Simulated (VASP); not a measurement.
# KCl (Sylvite) (Fm-3m) in VASP: notebook, part 2 of 2

VASP 6.6.1.

## 3. Single point, BLYP+D3(BJ), collinear spin, ferromagnetic start

INCAR

```
SYSTEM = KCl
PREC = Accurate
ENCUT = 520
EDIFF = 1E-6
ISMEAR = 0
SIGMA = 0.1
LREAL = .FALSE.
LASPH = .TRUE.
NELM = 150
ALGO = Normal
ISIF = 2
LWAVE = .FALSE.
LCHARG = .TRUE.
ISPIN = 2
MAGMOM = 0.5 0
LORBIT = 11
GGA = B5
ALDAX = 1.0
AGGAX = 1.0
AGGAC = 1.0
ALDAC = 0.0
IVDW = 12
VDW_S6 = 1.0
VDW_S8 = 2.6996
VDW_A1 = 0.4298
VDW_A2 = 4.2359
LELF = .TRUE.
LVHAR = .TRUE.
NBANDS = 19
```

KPOINTS

```
regular mesh
0
G
  7 7 7
  0 0 0
```

POSCAR

```
KCl
1.0
    0.0000000000      3.1464700000      3.1464700000
    3.1464700000      0.0000000000      3.1464700000
    3.1464700000      3.1464700000      0.0000000000
K Cl
1 1
Direct
    0.0000000000      0.0000000000      0.0000000000
    0.5000000000      0.5000000000      0.5000000000
```

Potentials or basis: VASP PAW PBE potentials, release 64 (K_sv, Cl).

On the command line:

```console
> cat potpaw_PBE.64/K_sv/POTCAR potpaw_PBE.64/Cl/POTCAR > POTCAR
> mpirun -np 1 vasp_std > vasp.out
```

OUTCAR:

```text
SYSTEM = KCl
   PREC = Accurate
   ENCUT = 520
   EDIFF = 1E-6
   ISMEAR = 0
   LREAL = .FALSE.
   LASPH = .TRUE.
   NELM = 150
   ISIF = 2
   ISPIN = 2
   LORBIT = 11
   GGA = B5
   IVDW = 12
 IVDW          = 12

 ion  position               nearest neighbor table
   1  0.000  0.000  0.000-   2 3.15   2 3.15   2 3.15   2 3.15   2 3.15   2 3.15
   2  0.500  0.500  0.500-   1 3.15   1 3.15   1 3.15   1 3.15   1 3.15   1 3.15

  LATTYP: Found a face centered cubic cell.
 ALAT       =     6.2929400000

  Lattice vectors:

 A1 = (   0.0000000000,   3.1464700000,   3.1464700000)
 A2 = (   3.1464700000,   0.0000000000,   3.1464700000)
 A3 = (   3.1464700000,   3.1464700000,   0.0000000000)

Analysis of symmetry for initial positions (statically):
=====================================================================
 Subroutine PRICEL returns:
 Original cell was already a primitive cell.

 Routine SETGRP: Setting up the symmetry group for a
 face centered cubic supercell.

 Subroutine GETGRP returns: Found 48 space group operations
 (whereof 48 operations were pure point group operations)
 out of a pool of 48 trial point group operations.

The static configuration has the point symmetry O_h .

Analysis of symmetry for dynamics (positions and initial velocities):
=====================================================================
 Subroutine PRICEL returns:
 Original cell was already a primitive cell.

 Routine SETGRP: Setting up the symmetry group for a
 face centered cubic supercell.

 Subroutine GETGRP returns: Found 48 space group operations
 (whereof 48 operations were pure point group operations)
 out of a pool of 48 trial point group operations.

The dynamic configuration has the point symmetry O_h .

Analysis of structural, dynamic, and magnetic symmetry:
=====================================================================
 Subroutine PRICEL returns:
 Original cell was already a primitive cell.

 Routine SETGRP: Setting up the symmetry group for a
 face centered cubic supercell.

 Subroutine GETGRP returns: Found 48 space group operations
 (whereof 48 operations were pure point group operations)
 out of a pool of 48 trial point group operations.

The overall configuration has the point symmetry O_h .

 Subroutine INISYM returns: Found 48 space group operations
 (whereof 48 operations are pure point group operations),
 and found     1 'primitive' translations

----------------------------------------------------------------------------------------

                                     Primitive cell

  volume of cell :      62.3018

  direct lattice vectors                    reciprocal lattice vectors
     0.000000000  3.146470000  3.146470000    -0.158908237  0.158908237  0.158908237
     3.146470000  0.000000000  3.146470000     0.158908237 -0.158908237  0.158908237
     3.146470000  3.146470000  0.000000000     0.158908237  0.158908237 -0.158908237

  length of vectors
     4.449780548  4.449780548  4.449780548     0.275237140  0.275237140  0.275237140

  position of ions in fractional coordinates (direct lattice)
[... 8 lines left out ...]
----------------------------------------------------------------------------------------

 KPOINTS: regular mesh

Automatic generation of k-mesh.
 Grid dimensions read from file:
[... 58 lines left out ...]
   ENCUT  =  520.0 eV  38.22 Ry    6.18 a.u.   8.27  8.27  8.27*2*pi/ulx,y,z
   NELM   =    150;   NELMIN=  2; NELMDL= -5     # of ELM steps
   EDIFF  = 0.1E-05   stopping-criterion for ELM
   LREAL  =      F    real-space projection
   EDIFFG = 0.1E-04   stopping-criterion for IOM
   NSW    =      0    number of steps for IOM
   IBRION =     -1    ionic relax: 0-MD 1-quasi-New 2-CG
   NFREE  =      0    steps in history (QN), initial steepest desc. (CG)
   ISIF   =      2    stress and relaxation
   ISYM   =      2    0-nonsym 1-usesym 2-fastsym
   POTIM  = 0.5000    time-step for ionic-motion
   TEBEG  =    0.0;   TEEND  =   0.0 temperature during run
   PSTRESS=    0.0 pullay stress
   NELECT =      16.0000    total number of electrons
   NUPDOWN=      -1.0000    fix difference up-down
   EMIN   =  10.00;   EMAX   =-10.00  energy-range for DOS
   EFERMI =   0.00;   METHOD = LEGACY
   ISMEAR =     0;   SIGMA  =   0.10  broadening in eV -4-tet -1-fermi 0-gaus
   EFERMI_NEDOS =   21; number of points for ismear=-14 and -15
   IALGO  =     38    algorithm
   IMIX   =      4    mixing-type and parameters
     AMIX     =   0.40;   BMIX     =  1.00
     AMIX_MAG =   1.60;   BMIX_MAG =  1.00
  volume/ion in A,a.u.               =      31.15       210.22
  Fermi-wavevector in a.u.,A,eV,Ry     =   1.040594  1.966437 14.732871  1.082835
  Thomas-Fermi vector in A             =   2.175177
   LORBIT       =     11    0 simple, 1 ext, 2 COOP (PROOUT), +10 PAW based schemes
   GGA     = B5    functional components
   LHFCALC =     F    Hartree Fock is set to
   AEXX    =    0.0000 exact exchange contribution
   IVDW    =    12    specifies the selected vdW correction
   LEPSILON=     F    determine dielectric tensor
   LRPA    =     F    only Hartree local field effects (RPA)
 spin polarized calculation
 Gauss-broadening in eV      SIGMA  =   0.10
  energy-cutoff  :      520.00
  volume of cell :       62.30
 maximum number of plane-waves:      1693
 NGX is ok and might be reduce to    36
   NGX = 17   NGY = 17   NGZ = 17

 number of electron      16.0000001 magnetization      -0.0001054

 number of electron      16.0000001 magnetization       0.0000085

 Free energy of the ion-electron system (eV)
  ---------------------------------------------------
  ext. energy  EPLUGINS =         0.00000000
  ---------------------------------------------------
  free energy    TOTEN  =        -6.43375405 eV

  energy without entropy =       -6.43375405  energy(sigma->0) =       -6.43375405

 E-fermi :  -1.1050     XC(G=0):  -7.2799

 val. band max:       -1.5723251405   @ k =   0.0000   0.0000   0.0000
 cond. band min:       3.6115765585   @ k =   0.0000   0.0000   0.0000
 fundamental gap:      5.1839016990
 Fermi energy:        -1.1049908437

 spin component 1

 k-point     1 :       0.0000    0.0000    0.0000
  band No.  band energies     occupation
      1     -28.7556      1.00000
      2     -13.6684      1.00000
      3     -12.2913      1.00000
      4     -12.2913      1.00000
      5     -12.2913      1.00000
      6      -1.5723      1.00000
[... 416 lines left out ...]
      5     -12.1932      1.00000
      6      -2.1538      1.00000
[... 11 lines left out ...]
     18      13.5561      0.00000
     19      14.0345      0.00000
 Fermi energy:        -1.1049908437

 spin component 2

 k-point     1 :       0.0000    0.0000    0.0000
  band No.  band energies     occupation
      1     -28.7556      1.00000
      2     -13.6684      1.00000
      3     -12.2913      1.00000
      4     -12.2913      1.00000
      5     -12.2913      1.00000
      6      -1.5723      1.00000
[... 417 lines left out ...]
      6      -2.1538      1.00000
[... 11 lines left out ...]
     18      13.5561      0.00000
     19      14.0345      0.00000

------------------------ aborting loop because EDIFF is reached ----------------------------------------

 Edisp (eV)   -0.90070

 E8    (eV) :    -0.6748

  FORCE on cell =-STRESS in cart. coord.  units (eV):
  Direction    XX          YY          ZZ          XY          YZ          ZX
  --------------------------------------------------------------------------------------
  -------------------------------------------------------------------------------------
  Total      -0.29378    -0.29378    -0.29378     0.00000     0.00000     0.00000
  in kB      -7.55508    -7.55508    -7.55508     0.00000     0.00000     0.00000
  external pressure =       -7.56 kB  Pullay stress =        0.00 kB

 VOLUME and BASIS-vectors are now :
 -----------------------------------------------------------------------------
  energy-cutoff  :      520.00
  volume of cell :       62.30
      direct lattice vectors                 reciprocal lattice vectors
     0.000000000  3.146470000  3.146470000    -0.158908237  0.158908237  0.158908237
     3.146470000  0.000000000  3.146470000     0.158908237 -0.158908237  0.158908237
     3.146470000  3.146470000  0.000000000     0.158908237  0.158908237 -0.158908237

 POSITION                                       TOTAL-FORCE (eV/Angst)
 -----------------------------------------------------------------------------------
      0.00000      0.00000      0.00000        -0.000000      0.000000      0.000000
      3.14647      3.14647      3.14647         0.000000     -0.000000     -0.000000
 -----------------------------------------------------------------------------------
    total drift:                                0.000000      0.000000      0.000000

  FREE ENERGIE OF THE ION-ELECTRON SYSTEM (eV)
  ---------------------------------------------------
  free  energy   TOTEN  =        -7.3344508597 eV

  energy  without entropy=       -7.3344508597  energy(sigma->0) =       -7.33445086

 total charge

# of ion       s       p       d       tot
------------------------------------------
    1        1.954   5.547   0.026   7.527
    2        1.603   3.572   0.000   5.175
--------------------------------------------------
tot          3.557   9.119   0.026  12.702

 magnetization (x)

# of ion       s       p       d       tot
------------------------------------------
    1        0.000  -0.000   0.000   0.000
    2       -0.000  -0.000   0.000  -0.000
--------------------------------------------------
tot          0.000  -0.000   0.000  -0.000
```

Wall time 43 s (1 thread of Intel Xeon Platinum 8488C (Sapphire Rapids), shared host); peak memory 0.26 GiB.

What came out:

```
Free energy                                           : -7.3345 eV
Pressure                                              : -0.8 GPa
Band gap on the k mesh                                : 5.18 eV, direct
Net moment                                            : 0.00 μB per cell
Valence electrons inside the program's atomic spheres : K 7.53; Cl 5.17
Dispersion energy per atom                            : -0.450 eV
```

Levels at points of the mesh, in eV from the valence-band top:
Spin up:
| k point | band 5 | band 6 | band 7 | band 8 | band 9 | band 10 | band 11 | band 12 |
| --- | --- | --- | --- | --- | --- | --- | --- | --- |
| (0.00, 0.00, 0.00) | -10.72 | 0.00 | 0.00 | 0.00 | 5.18 | 8.30 | 8.30 | 8.30 |
Spin down:
```csv
k point,band 6,band 7,band 8,band 9,band 10,band 11
"(0.00, 0.00, 0.00)",0.00,0.00,0.00,5.18,8.30,8.30
```

Caveat: the PAW data sets were made with another functional, which shifts forces and pressure a little.

## 4. Single point, PBE0

This run uses another cell than the first one, of 32.40 Å³/atom, 1.040 times its volume.

POSCAR

```
KCl
1.0
    0.0000000000      3.1878756693      3.1878756693
    3.1878756693      0.0000000000      3.1878756693
    3.1878756693      3.1878756693      0.0000000000
K Cl
1 1
Direct
    0.0000000000      0.0000000000      0.0000000000
    0.5000000000      0.5000000000      0.5000000000
```

INCAR.step1

```
  PREC = Accurate
  ENCUT = 520
  EDIFF = 1E-5
  ISMEAR = -1
  SIGMA = 0.05
  LREAL = False
  LASPH = True
  NELM = 80
  ALGO = Normal
  ISIF = 2
  LWAVE = True
  NBANDS = 15
  GGA = PE
```

INCAR.step2

```
  PREC = Accurate
  ENCUT = 520
  EDIFF = 1E-6
  ISMEAR = -1
  SIGMA = 0.05
  LREAL = False
  LASPH = True
  NELM = 80
  ALGO = Normal
  ISIF = 2
  LWAVE = False
  LCHARG = True
  GGA = PE
  LHFCALC = True
  AEXX = 0.25
  PRECFOCK = Normal
  LELF = True
  LVHAR = True
  NBANDS = 15
  ISTART = 1
```

KPOINTS

```
Automatic mesh
0
Gamma
  4 4 4
```

On the command line:

```console
> cat potpaw_PBE.64/K_sv/POTCAR potpaw_PBE.64/Cl/POTCAR > POTCAR
> cp INCAR.step1 INCAR
> mpirun -np 1 vasp_std > vasp.out
> cp INCAR.step2 INCAR
> mpirun -np 1 vasp_std > vasp.out
```

It took 6.4 min on 1 thread of AMD EPYC 7R13 (Zen 3), shared host; peak memory 0.18 GiB.

It converged, with:

* Free energy: -8.3937 eV
* Pressure: -0.3 GPa
* Band gap on the k mesh: 7.11 eV, direct

Levels at points of the mesh, in eV from the valence-band top:
| k point | band 4 | band 5 | band 6 | band 7 | band 8 | band 9 | band 10 | band 11 | band 12 | band 13 |
| --- | --- | --- | --- | --- | --- | --- | --- | --- | --- | --- |
| (0.00, 0.00, 0.00) | -11.48 | -11.48 | 0.00 | 0.00 | 0.00 | 7.11 | 10.67 | 10.67 | 10.67 | 11.66 |
| (0.50, 0.00, 0.00) | -11.49 | -11.28 | -1.04 | -0.31 | -0.31 | 9.53 | 10.70 | 12.96 | 12.96 | 13.52 |
| (0.50, 0.50, 0.00) | -11.53 | -11.53 | -0.68 | -0.24 | -0.24 | 8.68 | 10.41 | 12.01 | 12.73 | 13.04 |

Caveat: the k points lie up to 0.43 Å⁻¹ apart; the PAW data sets were made with another functional, which shifts forces and pressure a little.

## 5. Single point, PBE0

This run uses another cell than the first one, of 33.02 Å³/atom, 1.060 times its volume.

POSCAR

```
KCl
1.0
    0.0000000000      3.2081811574      3.2081811574
    3.2081811574      0.0000000000      3.2081811574
    3.2081811574      3.2081811574      0.0000000000
K Cl
1 1
Direct
    0.0000000000      0.0000000000      0.0000000000
    0.5000000000      0.5000000000      0.5000000000
```

INCAR.step1

```
SYSTEM = KCl
  ALGO = Normal
  EDIFF = 1E-5
  ENCUT = 520
  GGA = PE
  ISIF = 2
  ISMEAR = -1
  LASPH = .True.
  LREAL = .False.
  LWAVE = .True.
  NBANDS = 15
  NELM = 60
  PREC = Accurate
  SIGMA = 0.05
```

INCAR.step2

```
SYSTEM = KCl
  AEXX = 0.25
  ALGO = Normal
  EDIFF = 1E-6
  ENCUT = 520
  GGA = PE
  ISIF = 2
  ISMEAR = -1
  ISTART = 1
  LASPH = .True.
  LCHARG = .True.
  LELF = .True.
  LHFCALC = .True.
  LREAL = .False.
  LVHAR = .True.
  LWAVE = .False.
  NBANDS = 15
  NELM = 60
  PREC = Accurate
  PRECFOCK = Normal
  SIGMA = 0.05
```

KPOINTS

```
k-points
0
Gamma
  4 4 4
  0 0 0
```

On the command line:

```console
> cat potpaw_PBE.64/K_sv/POTCAR potpaw_PBE.64/Cl/POTCAR > POTCAR
> cp INCAR.step1 INCAR
> mpirun -np 1 vasp_std > vasp.out
> cp INCAR.step2 INCAR
> mpirun -np 1 vasp_std > vasp.out
```

It took 7.3 min on 1 thread of AMD EPYC 7R13 (Zen 3), shared host; peak memory 0.19 GiB.

It converged, with:

```yaml
Free_energy: -8.3907 eV
Pressure: -0.6 GPa
Band_gap_on_the_k_mesh: 7.04 eV, direct
```

Levels at points of the mesh, in eV from the valence-band top:
| k point | band 4 | band 5 | band 6 | band 7 | band 8 | band 9 | band 10 | band 11 | band 12 | band 13 |
| --- | --- | --- | --- | --- | --- | --- | --- | --- | --- | --- |
| (0.00, 0.00, 0.00) | -11.53 | -11.53 | 0.00 | 0.00 | 0.00 | 7.04 | 10.65 | 10.65 | 10.65 | 11.63 |
| (0.50, 0.00, 0.00) | -11.54 | -11.34 | -1.01 | -0.30 | -0.30 | 9.47 | 10.61 | 12.89 | 12.89 | 13.44 |
| (0.50, 0.50, 0.00) | -11.58 | -11.58 | -0.67 | -0.23 | -0.23 | 8.69 | 10.32 | 11.89 | 12.69 | 12.95 |

Caveat: the k points lie up to 0.42 Å⁻¹ apart; the PAW data sets were made with another functional, which shifts forces and pressure a little.

## 6. Single point, HSE06

This run uses another cell than the first one, of 32.40 Å³/atom, 1.040 times its volume.

POSCAR

```
KCl
1.0
    0.0000000000      3.1878756693      3.1878756693
    3.1878756693      0.0000000000      3.1878756693
    3.1878756693      3.1878756693      0.0000000000
K Cl
1 1
Direct
    0.0000000000      0.0000000000      0.0000000000
    0.5000000000      0.5000000000      0.5000000000
```

INCAR.step1

```
PREC     = Accurate       # precision mode
ENCUT    = 520            # plane-wave cutoff, eV
EDIFF    = 1E-5           # SCF threshold, eV
ISMEAR   = -1             # smearing method
SIGMA    = 0.05           # smearing width, eV
LREAL    = F              # projectors in reciprocal space
LASPH    = T              # aspherical terms in the spheres
NELM     = 100            # most SCF steps
ALGO     = Normal         # electronic algorithm
ISIF     = 2              # what is computed and relaxed
LWAVE    = T              # write WAVECAR
LCHARG   = F              # write CHGCAR
NBANDS   = 15             # bands
GGA      = PE             # functional
```

INCAR.step2

```
PREC     = Accurate       # precision mode
ENCUT    = 520            # plane-wave cutoff, eV
EDIFF    = 1E-7           # SCF threshold, eV
ISMEAR   = -1             # smearing method
SIGMA    = 0.05           # smearing width, eV
LREAL    = F              # projectors in reciprocal space
LASPH    = T              # aspherical terms in the spheres
NELM     = 100            # most SCF steps
ALGO     = Normal         # electronic algorithm
ISIF     = 2              # what is computed and relaxed
LWAVE    = F              # write WAVECAR
LCHARG   = F              # write CHGCAR
GGA      = PE             # functional
LHFCALC  = T              # exact exchange
HFSCREEN = 0.2079         # screening, 1/A
PRECFOCK = Normal       
NBANDS   = 15             # bands
ISTART   = 1
```

KPOINTS

```
regular mesh
0
Gamma
  4 4 4
```

Potentials or basis: VASP PAW PBE potentials, release 64 (K_sv, Cl).

On the command line:

```console
> cat potpaw_PBE.64/K_sv/POTCAR potpaw_PBE.64/Cl/POTCAR > POTCAR
> cp INCAR.step1 INCAR
> mpirun -np 1 vasp_std > vasp.out
> cp INCAR.step2 INCAR
> mpirun -np 1 vasp_std > vasp.out
```

It took 7.3 min on 1 thread of AMD EPYC 7R13 (Zen 3), shared host; peak memory 0.29 GiB.

It converged, with:

```yaml
Free_energy: -7.8678 eV
Pressure: -0.2 GPa
Band_gap_on_the_k_mesh: 6.35 eV, direct
```

Levels at points of the mesh, in eV from the valence-band top:
| k point | band 5 | band 6 | band 7 | band 8 | band 9 | band 10 | band 11 | band 12 |
| --- | --- | --- | --- | --- | --- | --- | --- | --- |
| (0.00, 0.00, 0.00) | -11.47 | 0.00 | 0.00 | 0.00 | 6.35 | 9.88 | 9.88 | 9.88 |
| (0.50, 0.00, 0.00) | -11.27 | -1.03 | -0.30 | -0.30 | 8.77 | 9.92 | 12.17 | 12.17 |
| (0.50, 0.50, 0.00) | -11.52 | -0.67 | -0.23 | -0.23 | 7.92 | 9.63 | 11.24 | 11.94 |

Caveat: the k points lie up to 0.43 Å⁻¹ apart; the PAW data sets were made with another functional, which shifts forces and pressure a little.

## 7. The runs side by side

| level | spin | cell | k mesh | smearing | grid for exact exchange (PRECFOCK) | screening parameter | gap on the mesh (eV) | pressure (GPa) |
| --- | --- | --- | --- | --- | --- | --- | --- | --- |
| PBE | off | a = 4.450 Å, angles 60.0°, 2 atoms | 7 × 7 × 7 | gaussian 0.02 eV | - | - | 5.19 | 0.8 |
| BLYP+D3(BJ) | collinear, ferromagnetic start | a = 4.450 Å, angles 60.0°, 2 atoms | 7 × 7 × 7 | gaussian 0.1 eV | - | - | 5.18 | -0.8 |
| PBE0 | off | a = 4.508 Å, angles 60.0°, 2 atoms | 4 × 4 × 4 | fermi-dirac 0.05 eV | Normal | - | 7.11 | -0.3 |
| PBE0 | off | a = 4.537 Å, angles 60.0°, 2 atoms | 4 × 4 × 4 | fermi-dirac 0.05 eV | Normal | - | 7.04 | -0.6 |
| HSE06 | off | a = 4.508 Å, angles 60.0°, 2 atoms | 4 × 4 × 4 | fermi-dirac 0.05 eV | Normal | 0.2079 1/Å | 6.35 | -0.2 |

Alike in all rows: task single point; potentials or basis VASP PAW PBE potentials, release 64 (K_sv, Cl); cutoff (eV) 520.

Caveats: some runs use coarse meshes; the PAW data sets were made with another functional, which shifts forces and pressure a little (some runs).

Total energies depend on the potentials used, so only differences within one code and one set of settings carry meaning.

## 8. How close it comes

Step 2. A measured gap of KCl is 8.68 eV (a printed reference work, monograph); the calculated 5.19 eV misses it by -3.49 eV. The value is that of PBE on a finite k mesh, which can miss the band edges, without temperature or zero-point motion. Semilocal functionals fall short of measured gaps as a rule.

Step 3. A measured gap of KCl is 8.68 eV (a printed reference work, monograph); the calculated 5.18 eV misses it by -3.50 eV. The value is that of BLYP+D3(BJ) on a finite k mesh, which can miss the band edges, without temperature or zero-point motion. Semilocal functionals fall short of measured gaps as a rule.
